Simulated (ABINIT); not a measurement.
Crystal: Au.

```
Au
1.0
     0.00000    2.03500    2.03500
     2.03500    0.00000    2.03500
     2.03500    2.03500    0.00000
Au
1
Cartesian
  0.0000 0.0000 0.0000
```

Base run:

```yaml
Program: ABINIT 10.8.3 (patched build)
Functional: PBE
Potentials_or_basis: PseudoDojo NC SR PBE v0.4.1 standard
Cutoff: 952 eV
k_mesh: 8 × 8 × 8
Occupations: fermi-dirac, width 0.05 eV
Spin: no spin polarisation
```

Its results: band gap on the k mesh none (metal or under the smearing width); pressure 11.1 GPa.

The run is repeated on the same cell with these changes: potentials or basis from PseudoDojo NC SR PBE v0.4.1 standard to PseudoDojo NC SR PBE v0.5 stringent; cutoff from 952 eV to 871 eV. What comes out?

Band gap on the k mesh none (metal or under the smearing width); pressure 9.7 GPa.

Not every run made on this cell is shown here.
